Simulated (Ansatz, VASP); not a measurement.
# Cross-check of Si54H17O8F (HO:Si(111) with 1 of its OH changed to F) between VASP and Ansatz, part 2 of 2

One calculation is typed for both programs; each brings its own data sets. How far apart do they land? The cell is taken from a series of runs on this material, whose earlier steps may have relaxed, scaled, displaced or heated it; both programs get it as it stands. Other levels of theory on this material are compared in a session of their own.

VASP 6.6.1 and Ansatz 0.2.0.

So far: Starting point; VASP: single point, RPBE with D3(BJ).

**3. Ansatz: single point, RPBE with D3(BJ)**

Level of this step: Ansatz beside VASP: Kohn-Sham DFT, plane waves, RPBE with D3(BJ) (Ansatz).

Ansatz runs on its default PAW (the set named soft_2) files.

The same cell, functional, mesh and smearing now go to Ansatz, which takes its cutoff from its data sets.

input.yaml reads:

```yaml
crystal:
  lattice:
    - [11.60362, 0.0, 0.0]
    - [-5.80181, 10.04903, 0.0]
    - [0.0, 0.0, 26.70113]
  atoms:
    - { symbol: Si, position: [0.0, 0.0, 0.09288] }
    - { symbol: Si, position: [0.22222, 0.11111, 0.12245] }
    - { symbol: Si, position: [0.222, 0.11144, 0.20967] }
    - { symbol: Si, position: [0.1112, 0.22224, 0.23866] }
    - { symbol: Si, position: [0.11208, 0.22138, 0.3269] }
    - { symbol: Si, position: [0.00127, 0.99753, 0.35403] }
    - { symbol: Si, position: [1.0, 0.33333, 0.09288] }
    - { symbol: Si, position: [0.22222, 0.44444, 0.12245] }
    - { symbol: Si, position: [0.22226, 0.44414, 0.2098] }
    - { symbol: Si, position: [0.11096, 0.5555, 0.23715] }
    - { symbol: Si, position: [0.11165, 0.55425, 0.32455] }
    - { symbol: Si, position: [0.00072, 0.33273, 0.35383] }
    - { symbol: Si, position: [1.0, 0.66667, 0.09288] }
    - { symbol: Si, position: [0.22222, 0.77778, 0.12245] }
    - { symbol: Si, position: [0.22278, 0.7781, 0.20967] }
    - { symbol: Si, position: [0.11109, 0.88895, 0.23726] }
    - { symbol: Si, position: [0.1123, 0.88823, 0.32478] }
    - { symbol: Si, position: [0.00289, 0.66621, 0.35335] }
    - { symbol: Si, position: [0.33333, 0.0, 0.09288] }
    - { symbol: Si, position: [0.55556, 0.11111, 0.12245] }
    - { symbol: Si, position: [0.5553, 0.11062, 0.20967] }
    - { symbol: Si, position: [0.44449, 0.22234, 0.23725] }
    - { symbol: Si, position: [0.44521, 0.22115, 0.32474] }
    - { symbol: Si, position: [0.33398, 0.9995, 0.35384] }
    - { symbol: Si, position: [0.33333, 0.33333, 0.09288] }
    - { symbol: Si, position: [0.55556, 0.44444, 0.12245] }
    - { symbol: Si, position: [0.55585, 0.44495, 0.20974] }
    - { symbol: Si, position: [0.44458, 0.55589, 0.23805] }
    - { symbol: Si, position: [0.44436, 0.5548, 0.32597] }
    - { symbol: Si, position: [0.33599, 0.33225, 0.35401] }
    - { symbol: Si, position: [0.33333, 0.66667, 0.09288] }
    - { symbol: Si, position: [0.55556, 0.77778, 0.12245] }
    - { symbol: Si, position: [0.55527, 0.77816, 0.20989] }
    - { symbol: Si, position: [0.44436, 0.88902, 0.23879] }
    - { symbol: Si, position: [0.4453, 0.88808, 0.32696] }
    - { symbol: Si, position: [0.33243, 0.66445, 0.35431] }
    - { symbol: Si, position: [0.66667, 0.0, 0.09288] }
    - { symbol: Si, position: [0.88889, 0.11111, 0.12245] }
    - { symbol: Si, position: [0.88926, 0.11115, 0.20981] }
    - { symbol: Si, position: [0.77788, 0.22243, 0.23719] }
    - { symbol: Si, position: [0.77913, 0.22174, 0.32461] }
    - { symbol: Si, position: [0.66891, 0.00093, 0.35434] }
    - { symbol: Si, position: [0.66667, 0.33333, 0.09288] }
    - { symbol: Si, position: [0.88889, 0.44444, 0.12245] }
    - { symbol: Si, position: [0.88874, 0.44462, 0.20945] }
    - { symbol: Si, position: [0.77797, 0.55549, 0.23805] }
    - { symbol: Si, position: [0.77919, 0.55428, 0.32599] }
    - { symbol: Si, position: [0.66721, 0.33058, 0.35336] }
    - { symbol: Si, position: [0.66667, 0.66667, 0.09288] }
    - { symbol: Si, position: [0.88889, 0.77778, 0.12245] }
    - { symbol: Si, position: [0.8885, 0.7776, 0.20974] }
    - { symbol: Si, position: [0.77754, 0.88883, 0.23808] }
    - { symbol: Si, position: [0.77866, 0.88909, 0.32602] }
    - { symbol: Si, position: [0.66771, 0.66572, 0.35271] }
    - { symbol: H, position: [0.0, 0.0, 0.03745] }
    - { symbol: O, position: [0.00687, 0.98421, 0.41691] }
    - { symbol: H, position: [0.95584, 0.01564, 0.4355] }
    - { symbol: H, position: [1.0, 0.33333, 0.03745] }
    - { symbol: O, position: [0.00542, 0.32805, 0.41685] }
    - { symbol: H, position: [0.9626, 0.37089, 0.43377] }
    - { symbol: H, position: [1.0, 0.66667, 0.03745] }
    - { symbol: O, position: [0.01512, 0.66195, 0.41635] }
    - { symbol: H, position: [0.98863, 0.71791, 0.43433] }
    - { symbol: H, position: [0.33333, 0.0, 0.03745] }
    - { symbol: O, position: [0.33788, 0.99586, 0.41697] }
    - { symbol: H, position: [0.29509, 0.0394, 0.4334] }
    - { symbol: H, position: [0.33333, 0.33333, 0.03745] }
    - { symbol: O, position: [0.34937, 0.32655, 0.41688] }
    - { symbol: H, position: [0.31789, 0.37752, 0.43549] }
    - { symbol: H, position: [0.33333, 0.66667, 0.03745] }
    - { symbol: O, position: [0.33069, 0.651, 0.41709] }
    - { symbol: H, position: [0.27998, 0.68512, 0.43423] }
    - { symbol: H, position: [0.66667, 0.0, 0.03745] }
    - { symbol: O, position: [0.68199, 0.00231, 0.41712] }
    - { symbol: H, position: [0.64712, 0.05239, 0.4343] }
    - { symbol: H, position: [0.66667, 0.33333, 0.03745] }
    - { symbol: O, position: [0.67133, 0.31852, 0.41636] }
    - { symbol: H, position: [0.61585, 0.34564, 0.43427] }
    - { symbol: H, position: [0.66667, 0.66667, 0.03745] }
    - { symbol: F, position: [0.67041, 0.66285, 0.41424] }
kpoints:
  mp_grid: { grid: [1, 1, 1] }
hamiltonian:
  xc: rpbe
  dispersion: d3bj
scf:
  occupations: { method: fermi_dirac, width: 0.025 }
output:
  forces: true
```

The run is started by

```console
$ ansatz run input.yaml --threads 6 --pin off --max-ram 102400MiB --backend cuda --events-out ev --progress --plain --runs-dir out
```

Numbers of over 12 decimals in the logs are rounded to 6 here.

What it wrote:

```text
Engine: ansatz 0.2.0, x86_64-unknown-linux-gnu
Pseudopotentials: kind: paw
Pseudopotential: Si, paw, valence charge 4, recommended cutoff 420 eV (normal), Si.paw.azcp
Pseudopotential: H, paw, valence charge 1, recommended cutoff 420 eV (normal), H.paw.azcp
Pseudopotential: O, paw, valence charge 6, recommended cutoff 420 eV (normal), O.paw.azcp
Pseudopotential: F, paw, valence charge 7, recommended cutoff 420 eV (normal), F.paw.azcp
Functional definition: RPBE
  parameter kappa = 0.804
  parameter beta = 0.066725
  exchange = rpbe_x(kappa = kappa, mu = beta*pi^2/3)
  correlation = pbe_c(beta = beta)
device memory: the entry about to start is reckoned to put 4.8 GiB on a device that reports 26.5 GiB free
GPU FFT provider: cuFFT
GPU libraries: cuBLAS 13.8.2, cuFFT 12.4.0, cuSOLVER 12.3.4
Crystal: 80 atoms, lattice volume = 3113.489 Å³
Basis set: ecut = 420 eV, 60827 PW (Γ), exchange–correlation on 160×160×360 points (8 copies of the dense FFT grid, shifted against one another)
Bands: 224, of which v1, the nominal top of the filled ones, is band 144 counted from 1 (143 counted from 0)
Symmetry: 1 space group operations
Space group: P1 (ITA 1), of the structure as read, at distance tolerance 1.5e-4 Å
k-points: 1
Non-local potential: Si, projectors of the file, l = 0: 2, l = 1: 2, l = 2: 2
Non-local potential: H, projectors of the file, l = 0: 2, l = 1: 1
Non-local potential: O, projectors of the file, l = 0: 2, l = 1: 2, l = 2: 1
Non-local potential: F, projectors of the file, l = 0: 2, l = 1: 2, l = 2: 1
PAW form: soft (Blöchl's): semilocal exchange-correlation on the pseudo side does not see the compensation charge
PAW frozen core: Si, regenerated for the run's functional, and the local potential with it (the file was generated under x = pbe(κ = 0.804, μ = 0.219515), c = pbe(β = 0.066725))
PAW frozen core: O, regenerated for the run's functional, and the local potential with it (the file was generated under x = pbe(κ = 0.804, μ = 0.219515), c = pbe(β = 0.066725))
PAW frozen core: F, regenerated for the run's functional, and the local potential with it (the file was generated under x = pbe(κ = 0.804, μ = 0.219515), c = pbe(β = 0.066725))
PAW one-centre angular grid: Si, 110 points (default); XC on 64 Gauss nodes
PAW one-centre angular grid: H, 110 points (default); XC on 64 Gauss nodes
PAW one-centre angular grid: O, 110 points (default); XC on 64 Gauss nodes
PAW one-centre angular grid: F, 110 points (default); XC on 64 Gauss nodes
Initial density: superposition of atomic densities (neutral atoms: chi_scale 0, normalization atom), corrected by the library's trained network
Initial wavefunctions: pseudopotential atomic-orbital guess
GPU buffer pool allocated for 1152000 grid points (all kernels)
GPU transforms: local potential and band sums: pruned to the plane-wave sphere, on 80×80×180
Functional: x = rpbe, c = pbe(β = 0.066725)
SCF iter   1: F=—  HF=-40192.923814 eV  |F-HF|=—  |Δ(HF+E_count)|=         —  Δρ=3.46e-3  dr2=1.15e0  ethr=1.77e-3  ⟨swp⟩=7.0  Hψ=1166  notcnv=0  defer=48
preconditioner: auto → Resta (q_TF=auto, 1.835 Å⁻¹)  ε∞=2.7  [insulator: Δε(μ)=1.122 eV  Ē_g=8.441 eV  σ=0.025 eV  W_gap=1.00  n_scr=332 (ndim 8)  ℏωp=10.9 eV  f_vac=0.540  D(μ)=0.00/eV (n_scr^D=0)  ε∞_Penn≈2.7  vacuum switching on, ρ_ref=5.2e-3 e/Å³]
SCF iter   2: F=—  HF=-40192.795104 eV  |F-HF|=—  |Δ(HF+E_count)|=   1.29e-1  Δρ=1.90e-3  dr2=1.54e-1  ethr=4.01e-4  ⟨swp⟩=3.0  Hψ=282  notcnv=0  defer=66
SCF iter   3: F=—  HF=-40192.794618 eV  |F-HF|=—  |Δ(HF+E_count)|=   4.87e-4  Δρ=1.00e-3  dr2=3.56e-2  ethr=5.33e-5  ⟨swp⟩=3.0  Hψ=239  notcnv=0  defer=9
automatic band count: iteration 3 solves 167 bands in place of 224: the levels show a gap, and the empty bands left out lie too high to hold charge; the band table lists the bands solved (type scf.n_extra_bands for more)
SCF iter   4: F=—  HF=-40192.806603 eV  |F-HF|=—  |Δ(HF+E_count)|=   1.20e-2  Δρ=5.80e-4  dr2=1.79e-2  ethr=1.24e-5  ⟨swp⟩=2.0  Hψ=292  notcnv=0  defer=9
SCF iter   5: F=—  HF=-40192.808986 eV  |F-HF|=—  |Δ(HF+E_count)|=   2.38e-3  Δρ=1.46e-4  dr2=1.02e-3  ethr=6.20e-6  ⟨swp⟩=2.0  Hψ=284  notcnv=0  defer=9
SCF iter   6: F=—  HF=-40192.809803 eV  |F-HF|=—  |Δ(HF+E_count)|=   8.17e-4  Δρ=5.78e-5  dr2=1.44e-4  ethr=3.53e-7  ⟨swp⟩=2.0  Hψ=293  notcnv=0  defer=9
SCF iter   7: F=—  HF=-40192.810053 eV  |F-HF|=—  |Δ(HF+E_count)|=   2.50e-4  Δρ=4.96e-5  dr2=1.01e-4  ethr=5.01e-8  ⟨swp⟩=2.0  Hψ=302  notcnv=0  defer=9
SCF iter   8: F=—  HF=-40192.810049 eV  |F-HF|=—  |Δ(HF+E_count)|=   3.52e-6  Δρ=8.51e-6  dr2=3.22e-6  ethr=3.51e-8  ⟨swp⟩=2.0  Hψ=301  notcnv=0  defer=9
SCF iter   9: F=—  HF=-40192.807996 eV  |F-HF|=—  |Δ(HF+E_count)|=   2.05e-3  Δρ=5.08e-6  dr2=4.53e-7  ethr=1.12e-9  ⟨swp⟩=3.0  Hψ=386  notcnv=0  defer=9
SCF iter  10: F=-40192.807997 eV  HF=-40192.807997 eV  |F-HF|=2.58e-8  |Δ(HF+E_count)|=   2.21e-7  Δρ=2.12e-6  dr2=7.32e-8  ethr=3.47e-11  ⟨swp⟩=5.0  Hψ=703  notcnv=0
SCF 1 converged in 10 iterations: F = -40192.807997 eV  dr2 = 7.32e-8
  greatest PAW one-centre occupation: 0.934 electrons in one spin orbital (limit 2), on the F atom at site 79 (counted from 0), in its partial waves of l = 0
SCF converged after 10 iterations
Free energy (F): -40192.807997 eV
Harris-Foulkes:  -40192.807997 eV  (|F-HF|=2.58e-8)
Internal energy: -40192.807997 eV  (E = F + TS)
E sigma→0 (E₀):  -40192.807997 eV
Fermi energy:    0.110462 eV
--- Per-component energies (eV) ---
  E_band       = -1866.527001
  E_kinetic    = 4056.303983
  E_local      = -101302.993573  (includes V_loc(G=0)·N_el)
  E_nonlocal   = 1844.022656
  E_hartree    = 48794.867027
  E_xc         = -3810.481662
  E_vxc        = -3567.631351  (∫ρ·V_xc dr)
  E_paw        = -29344.705078  (= ΣΔE_a)
  E_vpaw       = -485.947608  (= ΣTr[D̂ρ^β])
  E_aug_tail   = 0.000797  (compensation charges beyond the density's cutoff)
  E_ewald      = 39631.472600
  E_disp       = -59.809636  (pairwise vdW)
  E_core_change = -1.485111  (= ΣΔE_core)
  E_smearing   = -0.000000  (= −TS)
  E_closure    = -0.000000  (closes the sum)
  Σ components = -40192.807997   (vs F -40192.807997, Δ=0.00e0)
--- Forces (eV/Å), atoms counted from 1 ---
  atom   1  Si    -0.00019918     0.00766892     1.07872930
  atom   2  Si    -0.02337113     0.01405528    -0.28667152
  atom   3  Si     0.00004787    -0.00096324     0.01925631
  atom   4  Si    -0.00225162    -0.00065636     0.00867829
  atom   5  Si     0.00326004     0.00151441    -0.15607032
  atom   6  Si    -0.03025756     0.00588442    -0.41920675
  atom   7  Si    -0.00311663     0.00164582     1.09987006
  atom   8  Si     0.02217604    -0.01908431    -0.26108665
  atom   9  Si    -0.00448697    -0.00011173     0.02056620
  atom  10  Si    -0.00347732     0.00177710    -0.00278881
  atom  11  Si     0.00513010     0.00200479    -0.13914883
  atom  12  Si    -0.02908716     0.01459752    -0.43074347
  atom  13  Si    -0.00166712    -0.01039804     1.09468691
  atom  14  Si     0.02256943     0.01857624    -0.28484122
  atom  15  Si    -0.00891060    -0.00419249     0.02413778
  atom  16  Si     0.00253802    -0.00131758     0.00223414
  atom  17  Si     0.00915995    -0.00105201    -0.14607743
  atom  18  Si    -0.01679554     0.01290902    -0.42255044
  atom  19  Si     0.00678545    -0.00355378     1.08374334
  atom  20  Si    -0.00442397    -0.02833489    -0.28510076
  atom  21  Si     0.00021816     0.00766379     0.02528556
  atom  22  Si     0.00160126     0.00067701    -0.00268426
  atom  23  Si     0.00666782    -0.00655636    -0.14107425
  atom  24  Si    -0.02571812     0.01648431    -0.41293497
[...]
atom  73  H      0.00800061     0.00031245    -0.36365384
  atom  74  O     -0.02863085     0.03249261     0.18917976
  atom  75  H      0.05569657    -0.03930069    -0.08762788
  atom  76  H     -0.00542589    -0.00643940    -0.36324515
  atom  77  O      0.00456362    -0.00877328     0.16179979
  atom  78  H      0.01769295    -0.00723225    -0.05879120
  atom  79  H     -0.00581831     0.00380112    -0.36425190
  atom  80  F      0.00231017    -0.00171194     0.18026033
  max |Σ_I F_I| component: 1.38e-4 eV/Å
```

**4. Side by side**

Known differences besides the potentials themselves: the cutoff is 420 eV in Ansatz and 520 eV in VASP (PREC = Accurate, projectors in real space); Ansatz makes its cores anew for this functional, VASP keeps those of its PBE data sets. Total energies have different zeros and are not compared.

Both answers:

```csv
quantity,Ansatz,VASP,difference
gap on the k mesh (eV),1.111,1.109,+0.002
```

Forces on 10 of the 80 atoms, those with the largest forces and the largest differences (eV/Å; atoms numbered as in POSCAR):

```csv
atom,"Ansatz x, y, z","VASP x, y, z"
Si7,"-0.003, 0.002, 1.100","-0.003, 0.002, 1.092"
Si13,"-0.002, -0.010, 1.095","-0.001, -0.011, 1.086"
Si19,"0.007, -0.004, 1.084","0.007, -0.004, 1.075"
Si31,"-0.006, 0.007, 1.090","-0.006, 0.006, 1.082"
Si37,"-0.010, 0.002, 1.089","-0.010, 0.002, 1.081"
Si43,"0.007, 0.006, 1.094","0.008, 0.006, 1.086"
Si49,"0.008, -0.006, 1.083","0.008, -0.006, 1.075"
Si54,"-0.009, 0.004, -0.474","-0.015, 0.008, -0.630"
H62,"0.017, -0.010, -0.068","-0.046, 0.027, 0.005"
F80,"0.002, -0.002, 0.180","0.009, -0.006, 0.320"
```

The forces differ by 28 meV/Å r.m.s., which is 11.4 % of the r.m.s. force of 0.247 eV/Å (both taken over all components). A gap on the mesh is an upper bound, since the band edges may lie between its points. With vacuum in the cell, a pressure given here is an average over mostly empty space and none of the material.

**5. Summary of results**

```json
{"r.m.s. force difference (single point, RPBE with D3(BJ))": "11 % of the r.m.s. force"}
```

**Reading.** The r.m.s. force difference is 11 % of the r.m.s. force (single point, RPBE with D3(BJ)), beyond the 3 % picked in this series as the mark of a large difference. What causes the difference of the single point, RPBE with D3(BJ) pair stays open here. 3 further runs of this series are not shown here. Such differences can come from data sets, numerical settings and the points named under the comparisons, not from the functional's error against experiment.

[Lines on the potential files, build, host, timing and source positions are cut from VASP's logs without a mark.]

[Logs are printed without paths, hosts, clocks, repeated set-up lines and the standing remarks that a program may print on its own settings, such as how far it seeks lower states.]

[Hosts, paths, dates, database ids (printed as entryN), source tags and the programs' standing remarks are cut or masked in the printed files.]
